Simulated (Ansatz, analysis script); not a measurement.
# VCl2O monolayer: spin spirals and exchange

Does a spiral lie below the collinear start of a VCl2O monolayer, and how stiff are the moments?

Calculated with Ansatz 0.2.0; PBE with U = 3.2 eV on V d (ortho-atomic projectors), PAW set soft_1.

### 1. Starting point

The cell holds 4 atoms: 1 V, 2 Cl and 1 O. Its edges and angles: a = 3.740 Å, b = 3.503 Å, c = 18.310 Å, α = 90.0°, β = 90.0°, γ = 90.0°. It derives from VCl2O. One layer cut from the bulk crystal, 15 Å of vacuum. Vacuum lies along c.

As a file:

```cif
data_structure
_symmetry_space_group_name_H-M 'P 1'
_symmetry_Int_Tables_number 1
_cell_length_a 3.7396
_cell_length_b 3.5031
_cell_length_c 18.3097
_cell_angle_alpha 90.000
_cell_angle_beta 90.000
_cell_angle_gamma 90.000
_cell_volume 239.86
loop_
_atom_site_label
_atom_site_type_symbol
_atom_site_fract_x
_atom_site_fract_y
_atom_site_fract_z
_atom_site_occupancy
V1 V 0.06200 0.00000 0.50000 1
Cl2 Cl 0.00455 0.50000 0.40962 1
Cl3 Cl 0.00455 0.50000 0.59038 1
O4 O 0.51359 0.00000 0.50000 1
```

The parent crystal comes from the Materials Project, a database of computed structures, and the real compound may take another structure.

### 2. Starting state

First a free collinear run, to see which state the typed moments lead to.

Contents of input.yaml:

```yaml
crystal:
  lattice:
    - [3.73957, 0.0, 0.0]
    - [0.0, 3.50306, 0.0]
    - [0.0, 0.0, 18.309677]
  atoms:
    - { symbol: V, position: [0.062003, 0.0, 0.5], spin: 2.0 }
    - { symbol: Cl, position: [0.004547, 0.5, 0.409619] }
    - { symbol: Cl, position: [0.004547, 0.5, 0.590381] }
    - { symbol: O, position: [0.513588, 0.0, 0.5] }
magnetization:
  spin_polarized: true
kpoints:
  mp_grid: { grid: [5, 6, 1] }
hamiltonian:
  xc: pbe
  hubbard:
    projectors: ortho-atomic
    sites: [{ species: V, l: d, u_eff: 3.2 }]
  pseudopotentials: { kind: paw, azcp: { folder: soft_1 } }
scf:
  occupations: { method: fermi_dirac, width: 0.05 }
  max_iter: 120
  convergence: { dr2_threshold: 1.0e-08 }
output:
  write_density: true
  write_potential: true
  elf: true
  volumetric_format: npy
```

Command:

```
$ ansatz run input.yaml --threads 4 --pin off --max-ram 16384MiB --backend cpu --events-out ev --progress --plain --runs-dir out
```

Numbers of over 12 decimals in the logs are rounded to 6 here.

Log:

```text
Engine: ansatz 0.2.0, aarch64-unknown-linux-gnu
Pseudopotentials: kind: paw
Pseudopotential: V, paw, valence charge 13, recommended cutoff 420 eV (normal), soft_1/V.paw.azcp
Pseudopotential: Cl, paw, valence charge 7, recommended cutoff 420 eV (normal), soft_1/Cl.paw.azcp
Pseudopotential: O, paw, valence charge 6, recommended cutoff 420 eV (normal), soft_1/O.paw.azcp
Functional definition: PBE
  parameter kappa = 0.804
  parameter beta = 0.066725
  exchange = pbe_x(kappa = kappa, mu = beta*pi^2/3)
  correlation = pbe_c(beta = beta)
Crystal: 4 atoms, lattice volume = 239.856 Å³
Basis set: ecut = 420 eV, 4703 PW (Γ)
Bands: 22, of which v1, the nominal top of the filled ones, is band 17 counted from 1 (16 counted from 0)
Symmetry: 4 space group operations
Space group: Pmm2 (ITA 25), of the structure as read, at distance tolerance 6.2e-5 Å
Magnetic group: BNS 25.57 (UNI 155), of the structure as read, at distance tolerance 6.2e-5 Å
k-points: 12 of 30 (time reversal used)
Non-local potential: V, projectors of the file, l = 0: 3, l = 1: 2, l = 2: 3, l = 3: 1
Non-local potential: Cl, projectors of the file, l = 0: 2, l = 1: 2, l = 2: 1
Non-local potential: O, projectors of the file, l = 0: 2, l = 1: 2, l = 2: 1
PAW form: soft (Blöchl's): semilocal exchange-correlation on the pseudo side does not see the compensation charge
PAW one-centre angular grid: V, 590 points (default); XC on 64 Gauss nodes
PAW one-centre angular grid: Cl, 110 points (default); XC on 64 Gauss nodes
PAW one-centre angular grid: O, 110 points (default); XC on 64 Gauss nodes
Initial density: superposition of atomic densities (neutral atoms: chi_scale 0, normalization atom)
Starting moments: Σ|m| = 2 μB on 1 of 4 sites
Initial wavefunctions: pseudopotential atomic-orbital guess
Functional: x = pbe(κ = 0.804, μ = 0.219515), c = pbe(β = 0.066725)
SCF iter   1: F=—  HF=-5642.077874 eV  |F-HF|=—  |Δ(HF+E_count)|=         —  Δρ=4.77e-2 (↑4.77e-2 ↓3.44e-2)  dr2=1.44e1  dr2_m=8.08e-1  M=1.000 μB ∫|m|=1.498 μB  β_m=0.30  ethr=3.10e-3  ⟨swp⟩=10.1  Hψ=3381  notcnv=0
preconditioner: auto → none  [metal: Δε(μ)=0.070 eV  Ē_g=9.850 eV  σ=0.050 eV  W_gap=0.33  n_scr=30 (ndim 8)  ℏωp=11.5 eV  f_vac=0.651  D(μ)=2.90/eV (n_scr^D=8)  sad-step TF]
SCF iter   2: F=—  HF=-5639.671634 eV  |F-HF|=—  |Δ(HF+E_count)|=    2.41e0  Δρ=1.56e-2 (↑1.56e-2 ↓1.51e-2)  dr2=8.18e-1  dr2_m=2.89e-1  M=1.000 μB ∫|m|=2.042 μB  β_m=0.30  ethr=3.10e-3  ⟨swp⟩=3.0  Hψ=1387  notcnv=0  defer=12
preconditioner: auto → Resta (q_TF=auto, 1.960 Å⁻¹)  ε∞=2.6  [insulator: Δε(μ)=0.401 eV  Ē_g=9.526 eV  σ=0.050 eV  W_gap=0.95  n_scr=30 (ndim 8)  ℏωp=12.0 eV  f_vac=0.651  D(μ)=0.08/eV (n_scr^D=0)  ε∞_Penn≈2.6  vacuum switching on, ρ_ref=6.6e-3 e/Å³]
spin=Collinear: Resta preconditioning applied to the charge; magnetization (m = ρ↑ − ρ↓) channel mixes plain (no charge-response kernel on spin).
SCF iter   3: F=—  HF=-5639.856027 eV  |F-HF|=—  |Δ(HF+E_count)|=   1.84e-1  Δρ=1.29e-2 (↑1.29e-2 ↓1.01e-2)  dr2=2.67e-1  dr2_m=1.81e-1  M=1.000 μB ∫|m|=1.939 μB  β_m=0.30  ethr=2.48e-3  ⟨swp⟩=2.4  Hψ=838  notcnv=0  defer=16
SCF iter   4: F=—  HF=-5639.990763 eV  |F-HF|=—  |Δ(HF+E_count)|=   1.35e-1  Δρ=8.47e-3 (↑8.47e-3 ↓6.86e-3)  dr2=5.52e-2  dr2_m=1.00e-1  M=1.000 μB ∫|m|=1.917 μB  β_m=0.30  ethr=8.08e-4  ⟨swp⟩=2.8  Hψ=942  notcnv=0  defer=16
SCF iter   5: F=—  HF=-5640.084976 eV  |F-HF|=—  |Δ(HF+E_count)|=   9.42e-2  Δρ=5.54e-3 (↑5.54e-3 ↓5.13e-3)  dr2=1.22e-2  dr2_m=5.97e-2  M=1.000 μB ∫|m|=1.852 μB  β_m=0.30  ethr=1.67e-4  ⟨swp⟩=2.2  Hψ=931  notcnv=0  defer=16
SCF iter   6: F=—  HF=-5640.138328 eV  |F-HF|=—  |Δ(HF+E_count)|=   5.34e-2  Δρ=4.26e-3 (↑3.75e-3 ↓4.26e-3)  dr2=1.49e-2  dr2_m=3.21e-2  M=1.000 μB ∫|m|=1.842 μB  β_m=0.30  ethr=3.69e-5  ⟨swp⟩=2.0  Hψ=1026  notcnv=0  defer=16
SCF iter   7: F=—  HF=-5640.164123 eV  |F-HF|=—  |Δ(HF+E_count)|=   2.58e-2  Δρ=3.17e-3 (↑3.17e-3 ↓3.02e-3)  dr2=5.99e-4  dr2_m=2.09e-2  M=1.000 μB ∫|m|=1.791 μB  β_m=0.30  ethr=3.69e-5  ⟨swp⟩=2.2  Hψ=946  notcnv=0  defer=16
Mixer restart at iter 7: flushing history
spin-set hold released at iteration 7 (site moments contracting): the magnetisation degrees of freedom join the quasi-Newton model from the next iteration; the mixer history was flushed
SCF iter   8: F=—  HF=-5640.179750 eV  |F-HF|=—  |Δ(HF+E_count)|=   1.56e-2  Δρ=2.41e-3 (↑2.41e-3 ↓2.41e-3)  dr2=1.56e-4  dr2_m=1.27e-2  M=1.000 μB ∫|m|=1.763 μB  β_m=0.65  ethr=1.81e-6  ⟨swp⟩=2.0  Hψ=965  notcnv=0  defer=16
SCF iter   9: F=—  HF=-5640.205131 eV  |F-HF|=—  |Δ(HF+E_count)|=   2.54e-2  Δρ=2.73e-3 (↑2.73e-3 ↓5.05e-4)  dr2=2.71e-2  dr2_m=2.95e-3  M=1.000 μB ∫|m|=1.626 μB  β_m=0.52  ethr=4.74e-7  ⟨swp⟩=3.2  Hψ=1310  notcnv=0  defer=16
SCF iter  10: F=—  HF=-5640.202108 eV  |F-HF|=—  |Δ(HF+E_count)|=   3.02e-3  Δρ=8.53e-4 (↑6.64e-4 ↓8.53e-4)  dr2=1.16e-4  dr2_m=1.25e-3  M=1.000 μB ∫|m|=1.633 μB  β_m=0.76  ethr=4.74e-7  ⟨swp⟩=3.0  Hψ=1321  notcnv=0  defer=17
SCF iter  11: F=—  HF=-5640.203814 eV  |F-HF|=—  |Δ(HF+E_count)|=   1.71e-3  Δρ=3.16e-4 (↑2.42e-4 ↓3.16e-4)  dr2=3.08e-4  dr2_m=1.16e-4  M=1.000 μB ∫|m|=1.566 μB  β_m=0.80  ethr=3.52e-7  ⟨swp⟩=3.0  Hψ=1080  notcnv=0  defer=17
SCF iter  12: F=—  HF=-5640.204002 eV  |F-HF|=—  |Δ(HF+E_count)|=   1.88e-4  Δρ=3.36e-4 (↑3.36e-4 ↓1.31e-4)  dr2=5.53e-4  dr2_m=3.33e-5  M=1.000 μB ∫|m|=1.550 μB  β_m=0.63  ethr=3.52e-7  ⟨swp⟩=3.0  Hψ=1001  notcnv=0  defer=17
SCF iter  13: F=—  HF=-5640.203907 eV  |F-HF|=—  |Δ(HF+E_count)|=   9.49e-5  Δρ=7.21e-5 (↑7.21e-5 ↓6.88e-5)  dr2=1.86e-6  dr2_m=1.06e-5  M=1.000 μB ∫|m|=1.544 μB  β_m=0.81  ethr=3.52e-7  ⟨swp⟩=2.0  Hψ=841  notcnv=0  defer=17
SCF iter  14: F=—  HF=-5640.203931 eV  |F-HF|=—  |Δ(HF+E_count)|=   2.32e-5  Δρ=1.69e-5 (↑1.69e-5 ↓1.29e-5)  dr2=7.31e-7  dr2_m=3.26e-7  M=1.000 μB ∫|m|=1.538 μB  β_m=0.85  ethr=5.65e-9  ⟨swp⟩=2.9  Hψ=1063  notcnv=0  defer=18
SCF iter  15: F=—  HF=-5640.203931 eV  |F-HF|=—  |Δ(HF+E_count)|=   6.46e-7  Δρ=3.79e-6 (↑3.79e-6 ↓3.02e-6)  dr2=9.76e-9  dr2_m=2.31e-8  M=1.000 μB ∫|m|=1.538 μB  β_m=0.92  ethr=3.03e-11  ⟨swp⟩=9.9  Hψ=2710  notcnv=0
iter 16 met the thresholds in force, and the SCF goes on: an eigenvalue changes by 0.12 meV, over its tolerance of 0.06 meV (output.eigenvalues, Limitations)
SCF iter  16: F=-5640.203931 eV  HF=-5640.203931 eV  |F-HF|=8.93e-10  |Δ(HF+E_count)|=   6.01e-8  Δρ=4.70e-7 (↑4.70e-7 ↓3.83e-7)  dr2=1.34e-9  dr2_m=1.69e-10  M=1.000 μB ∫|m|=1.538 μB  β_m=0.92  ethr=2.96e-11  ⟨swp⟩=3.6  Hψ=1338  notcnv=0
SCF iter  17: F=-5640.203931 eV  HF=-5640.203931 eV  |F-HF|=5.18e-11  |Δ(HF+E_count)|=  9.09e-12  Δρ=1.27e-7 (↑1.26e-7 ↓1.27e-7)  dr2=8.14e-11  dr2_m=1.11e-11  M=1.000 μB ∫|m|=1.538 μB  ethr=4.07e-12  ⟨swp⟩=1.0  Hψ=1497  notcnv=0
SCF 1 converged in 17 iterations: F = -5640.203931 eV  dr2 = 8.14e-11
  greatest PAW one-centre occupation: 1.000 electrons in one spin orbital (limit 2), on the V atom at site 0 (counted from 0), in its partial waves of l = 0
WARN: The output density's exchange-correlation potential varies sharply where the density is thin. Do not read a vacuum level from v_tot or v_xc, or from such a field of the output density. On a cell that repeats whose density bears no net charge and no dipole along the vacuum's axis use v_es (v_loc + v_h of the components); under efield.dipole_correction with no amplitude use v_es + v_field, which holds any externa [...]
SCF converged after 17 iterations
an eigenvalue changed by more than its tolerance at an iteration that met the thresholds in force, so the SCF went on 1 time: the last check found none over its tolerance
Magnetization: 1.0000 μB (17.0000 up, 16.0000 down)
Absolute magnetization: 1.5379 μB (∫|ρ↑−ρ↓|, with the PAW one-centre terms)
Spin contamination: 0.0417 ħ² per cell (⟨S²⟩ above its minimum at these occupations)
Per-site moments (μB) at R_I (Å): [(0.814754, 0.696603), (-0.029049, 0.997921), (-0.029049, 0.997921), (-0.154205, 0.696603)]
Free energy (F): -5640.203931 eV
Harris-Foulkes:  -5640.203931 eV  (|F-HF|=5.18e-11)
Internal energy: -5640.203931 eV  (E = F + TS)
E sigma→0 (E₀):  -5640.203931 eV
Fermi energy:    -3.286634 eV
--- Per-component energies (eV) ---
  E_band       = -616.971843
  E_kinetic    = 763.557196
  E_local      = -16344.664031  (includes V_loc(G=0)·N_el)
  E_nonlocal   = 192.217333
  E_hartree    = 7747.911896
  E_xc         = -399.613675
  E_vxc        = -467.056922  (∫ρ·V_xc dr)
  E_hubbard    = 2.611432  (on-site DFT+U / exact-exchange correction)
  E_vhub       = 0.022314  (the Hubbard potential's part of the band-sum identity)
  E_paw        = -2603.715270  (= ΣΔE_a)
  E_vpaw       = -256.873209  (= ΣTr[D̂ρ^β])
  E_aug_tail   = 0.002079  (compensation charges beyond the density's cutoff)
  E_ewald      = 5001.489110
  E_smearing   = -0.000000  (= −TS)
  E_closure    = -0.000000  (closes the sum)
  Σ components = -5640.203931   (vs F -5640.203931, Δ=0.00e0)
--- Band table (eV; the first three rows and the last of 24) ---
  k-point 0 ↑: bands = [... 13 lower, -5.1518, -4.7114, -4.7060, -4.3076, -2.3462, -1.9908, -0.8488, -0.6128, ... 1 higher]
  k-point 1 ↑: bands = [... 13 lower, -5.0549, -4.5584, -4.5433, -4.3764, -2.2724, -2.0673, -0.8400, -0.8089, ... 1 higher]
  k-point 2 ↑: bands = [... 13 lower, -4.9970, -4.9306, -4.4112, -4.3878, -2.2565, -2.0799, -0.9133, -0.7548, ... 1 higher]
  k-point 11 ↓: bands = [... 13 lower, -5.7896, -5.2055, -4.4148, -0.0753, -0.0220, 0.0435, 0.1882, 1.5063, ... 1 higher]
Occupation matrices written to <dir>
```

Wall time 7.2 s (4 threads of Arm Neoverse V1, shared host); peak memory 0.56 GiB.

In the SCF lines HF is the Harris–Foulkes energy and dr2 the Hartree energy of the density residual, in eV; the loop may stop once dr2 is under the threshold and the program's other checks hold. Hψ counts applications of the Hamiltonian.

Spin moment in the atom's sphere by atom:

```
atom  spin moment in the atom's sphere (μB)
  V1                                  0.815
 Cl2                                 -0.029
 Cl3                                 -0.029
  O4                                 -0.154
```

Tables count atoms from 1; parts of the log count from 0.

The run ends ferromagnetic on the main sites, with smaller opposed moments on others, with a net moment of 1 μB a cell. With one V atom carrying the moment, parallel order of its images is forced by the cell, not found.

Spin density in the ca plane at fractional y = 0.000, with atoms of V and O within 0.2 Å of it.

Values in units of 1e-1 e/Å³, 5 rows by 16 columns, each cell a mean:
```
 0.0  0.0  0.0  0.0  0.0  0.0  0.0  0.8  0.9  0.1  0.0  0.0  0.0  0.0  0.0  0.0
 0.0  0.0  0.0  0.0  0.0  0.0  0.0 -0.2 -0.3  0.0  0.0  0.0  0.0  0.0  0.0  0.0
 0.0  0.0  0.0  0.0  0.0  0.0  0.0 -0.7 -1.1  0.0  0.0  0.0  0.0  0.0  0.0  0.0
 0.0  0.0  0.0  0.0  0.0  0.0  0.0  0.5  0.6  0.1  0.0  0.0  0.0  0.0  0.0  0.0
 0.0  0.0  0.0  0.0  0.0  0.0  0.1  5.5  7.2  0.3  0.0  0.0  0.0  0.0  0.0  0.0
```
Columns run along c (18.3 Å), rows up along a (3.7 Å). Atoms in or near the plane, at fractional coordinates: V at (0.50, 0.06), O at (0.50, 0.51).

Valence density in the ca plane at fractional y = 0.000, with atoms of V and O within 0.2 Å of it. It is the smooth field of the valence electrons, not physical close to the nuclei.

Ten steps, logarithmic in the rise over the least value, from '0' (0 e/Å³) to '9' (14 e/Å³), each cell a mean:
```
00000000000000000001367521000000000000000000
00000000000000000000133210000000000000000000
00000000000000000001356420000000000000000000
00000000000000000001478620000000000000000000
00000000000000000001467520000000000000000000
00000000000000000001355410000000000000000000
00000000000000000001588621000000000000000000
00000000000000000012699731000000000000000000
```
Columns run along c (18.3 Å), rows up along a (3.7 Å). Atoms in or near the plane, at fractional coordinates: V at (0.50, 0.06), O at (0.50, 0.51).

ELF in the ca plane at fractional y = 0.000, with atoms of V and O within 0.2 Å of it. It is the smooth field of the valence electrons, not physical close to the nuclei.

Ten even steps from '0' (0.00) to '9' (0.80), each cell a mean:
```
00000000000000000000267410000000000000000000
00000000000000000000134210000000000000000000
00000000000000000002799940000000000000000000
00000000000000000005986972000000000000000000
00000000000000000004998971000000000000000000
00000000000000000001345420000000000000000000
00000000000000000001478620000000000000000000
00000000000000000001798841000000000000000000
```
Columns run along c (18.3 Å), rows up along a (3.7 Å). Atoms in or near the plane, at fractional coordinates: V at (0.50, 0.06), O at (0.50, 0.51).

Each spiral starts from these moments, tilted 30° from the rotation axis z (a cone), with their directions locked in the turning frame; energies are taken at the locked directions, corrected for the field of the lock. Spin–orbit coupling is switched off, so the energy does not depend on how the axis lies in the crystal. The folder named start holds the saved collinear state, from which each run begins.

The runs on spinors take the mesh 8×8×1.

### 3. q = (0, 0, 0)

The reference is the same input at q = 0, so that basis and exchange-correlation form match those at other q. Every q is chosen so that q/2 is a mesh vector: every spiral then samples the k-points of q = 0, and much mesh noise cancels.

Contents of input.yaml:

```yaml
crystal:
  lattice:
    - [3.73957, 0.0, 0.0]
    - [0.0, 3.50306, 0.0]
    - [0.0, 0.0, 18.309677]
  atoms:
    - { symbol: V, position: [0.062003, 0.0, 0.5], spin: 0.81, spin_axis: [0.5, 0.0, 0.866025] }
    - { symbol: Cl, position: [0.004547, 0.5, 0.409619] }
    - { symbol: Cl, position: [0.004547, 0.5, 0.590381] }
    - { symbol: O, position: [0.513588, 0.0, 0.5] }
kpoints:
  mp_grid: { grid: [8, 8, 1] }
hamiltonian:
  xc: pbe
  hubbard:
    projectors: ortho-atomic
    sites: [{ species: V, l: d, u_eff: 3.2 }]
  noncollinear_xc: locally_collinear
  pseudopotentials: { kind: paw, azcp: { folder: soft_1 } }
scf:
  occupations: { method: fermi_dirac, width: 0.05 }
  max_iter: 120
  convergence: { dr2_threshold: 1.0e-08 }
basis:
  ecutwfc: 420.0
magnetization:
  noncollinear: true
  spin_spiral: { q: [0.0, 0.0, 0.0] }
  spin_locking: { lock_directions: true }
checkpoint:
  read: start
```

Command:

```
$ ansatz run input.yaml --threads 2 --pin off --max-ram 8192MiB --backend cpu --events-out ev --progress --plain --runs-dir out
```

Log:

```text
Warning: magnetization.spin_spiral: disabling space-group detection — beside a Hubbard shell, its report or a lock it is not worked out which of the operations that keep the spiral keep those too, and one that does not would average them into another order's, and files of the run's orbitals state none, so no spatial operation reduces the k-mesh or symmetrises the density; of a planar spiral with no Hubbard correction or report and no files of its own orbitals, on a mesh that holds points beside their negatives, k and −k, whose spinors are each other's conjugates with the components exchanged, are solved as one point, and the moment along z is held at nought; [rest of the remark cut]
Warning: checkpoint.read: spin treatment differs: saved collinear, current noncollinear; the saved charge density seeds this run and the saved magnetisation is carried along the axis that this deck's starting moments share; the saved density holds an absolute magnetisation of 1.5e0 μB; saved orbitals are not carried; the saved PAW projector densities are carried along that axis; the saved DFT+U occupations are carried along that axis
Warning: checkpoint.read: magnetization.spin_spiral differs: saved none, current q = [0, 0, 0]; the saved state is no spin spiral's: the SCF starts from none of its orbitals and from its density, each atom's moment turned about z as a whole to its place on this deck's spiral. A spiral's own state at q: [0, 0, 0] serves better
[...]
Crystal: 4 atoms, lattice volume = 239.856 Å³
Basis set: ecut = 420 eV, 4703 PW (Γ)
Bands: 42, of which v1, the nominal top of the filled ones, is band 33 counted from 1 (32 counted from 0)
Symmetry: 1 space group operations
k-points: 64
Spin spiral: q = (0, 0, 0) of the reciprocal vectors; moments are told in the frame that turns with it, a site's in that at the site
[...]
Starting moments: Σ|m| = 0.81 μB on 1 of 4 sites; this step starts from the density that it was given
[...]
iter 1 solved again at ethr=2.93e-6 eV; its pass at ethr=3.10e-3 eV (dr2=9.68e-4 eV) is discarded
SCF iter   1: F=-5640.204691 eV  HF=-5640.204696 eV  |F-HF|=4.70e-6  |Δ(HF+E_count)|=         —  Δρ=7.11e-5  dr2=7.09e-6  dr2_m=2.30e-6  ethr=2.93e-6  |M|=1.00e0 ∫|m|=1.54e0 μB  |m|>n=1.7e-1 m-floor=0.0e0 τ_xc=1.7e-17  β_m=0.30  ⟨swp⟩=2.9  Hψ=18878  notcnv=0
eigensolver tolerance schedule: the retry pair's looser diagonalisation over-reported the residual by 135.56 of it (diagonalisation noise at 0.15 of the residual, at the tolerance the schedule requests for it); recorded, not acted on — ethr = c·dr2/N_el stays at c = 1.0e-1
[...]
spin=Noncollinear: Resta preconditioning applied to the charge; magnetization (m_x, m_y, m_z) channels mix plain (no charge-response kernel on spin).
SCF iter   2: F=-5640.204694 eV  HF=-5640.204695 eV  |F-HF|=1.35e-6  |Δ(HF+E_count)|=   1.13e-6  Δρ=5.30e-5  dr2=3.22e-6  dr2_m=1.18e-6  ethr=2.15e-8  |M|=1.00e0 ∫|m|=1.54e0 μB  |m|>n=1.7e-1 m-floor=0.0e0 τ_xc=1.7e-17  β_m=0.32  ⟨swp⟩=3.2  Hψ=5456  notcnv=0
[...]
SCF iter  17: F=-5640.204696 eV  HF=-5640.204700 eV  |F-HF|=3.88e-6  |Δ(HF+E_count)|=   2.98e-8  Δρ=9.56e-6  dr2=6.94e-10  dr2_m=7.54e-8 (ungated)  ethr=1.00e-12  |M|=1.00e0 ∫|m|=1.54e0 μB  |m|>n=1.7e-1 m-floor=0.0e0 τ_xc=1.7e-17  ⟨swp⟩=5.3  Hψ=10784  notcnv=0
WARN: the SCF converged with its magnetisation's residual not under the threshold: the closing 7.5e-8 eV is 7.5 times the dr2_threshold of 1.0e-8 eV (dr2 = 6.9e-10 eV). The gate was let go: when it was, by the median slope of its logarithm over ten or forty iterations, what it reads would neither halve nor double within ten. Under the locally-collinear projection, and under mr2scan, the residual can stop falling at any height. The total energy errs little by it; moments, spin splittings, forces and the stress err at first order in its in/out step. To have no close at this run's gates leave it over the threshold, set scf.convergence.magnetization_residual_energy_tol: [rest of the remark cut]
SCF 1 converged in 17 iterations: F = -5640.204696 eV  dr2 = 6.94e-10
[...]
SCF converged after 17 iterations
Stability not checked: this state was not tested for a lower state beside it, because a magnetisation constraint still acts at the end of the SCF (magnetization_constraint; see scf.lower_state_search)
Magnetization: |M| = 1.0000 μB,  M = (+0.5000, +0.0000, +0.8660) μB
Absolute magnetization: 1.5356 μB (∫|m|, with the PAW one-centre terms)
  site 0: m = (+0.4071, -0.0000, +0.7051) μB, |m| = 0.8142 μB  (R = 0.70 Å)
  site 1: m = (-0.0145, +0.0000, -0.0252) μB, |m| = 0.0291 μB  (R = 1.00 Å)
  site 2: m = (-0.0145, -0.0000, -0.0252) μB, |m| = 0.0291 μB  (R = 1.00 Å)
  site 3: m = (-0.0772, +0.0000, -0.1337) μB, |m| = 0.1544 μB  (R = 0.70 Å)
--- Magnetisation constraints (ε_frz = 1.0e-4 eV) ---
  site  kind           target                            achieved (μB)             |Δ|max (μB)  g (eV/μB)                    λ_eff  esc  ok   flags
  0     per_site_axis  ê (+0.500, +0.000, +0.866) ≥0.00  (+0.407, -0.000, +0.705)  2.36e-6      (-1.1e-6, -4.7e-6, +6.1e-7)  1.000  0    yes
Free energy (F): -5640.204696 eV
[...]
Internal energy: -5640.204696 eV  (E = F + TS)
E sigma→0 (E₀):  -5640.204696 eV
Fermi energy:    -3.277240 eV
[...]
```

Run time: 3.7 min. Hardware: 2 threads; peak memory 1.8 GiB.

The largest moment is 0.814 μB, against 0.815 μB in the collinear run.

[end of part 1 of 2]

[Logs and program files are shortened in this print: banners, set-up blocks, solver, clock and traceback lines can be left out without a mark of their own.]

[Logs are printed without paths, hosts, clocks, repeated set-up lines and the standing remarks that a program may print on its own settings, such as how far it seeks lower states.]

[Hosts, paths, dates, database ids (printed as entryN), source tags and the programs' standing remarks are cut or masked in the printed files.]
